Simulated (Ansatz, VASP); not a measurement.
## Two plane-wave programs on Ca

```
Ca
1.0
     1.99828   -3.44201    0.00000
     1.99828    3.44201    0.00000
     0.00000    0.00000    6.33436
Ca
2
Direct
  0.83559 0.16441 0.25000
  0.16441 0.83559 0.75000
```

Alike in both runs: task single point; functional PBEsol; k mesh 16 × 16 × 8; occupations gaussian, width 0.15 eV; no spin polarisation.

```csv
,VASP,Ansatz
version,VASP 6.6.1,Ansatz 0.2.0
potentials or method,"VASP PAW PBE potentials, release 64 (Ca_sv)","scalar-relativistic, plane waves, PAW"
plane-wave cutoff (eV),520,420
valence electrons in the cell,20,20
```

```csv
,VASP,Ansatz,Ansatz less VASP
gap on the k mesh at the Fermi level (eV),none,none,-
pressure (GPa),-1.0,-1.0,-0.01
largest component of the traceless stress (GPa),0.61,0.61,-0.001
rms of the force components (eV/Å),0.011,0.011,0.0000
```

Atom by atom the forces differ by 0.000 eV/Å (rms over components). A gap of «none» marks a metal or a gap that the smearing closes.

Caveats: the PAW data sets were made with another functional, which shifts forces and pressure a little (VASP).
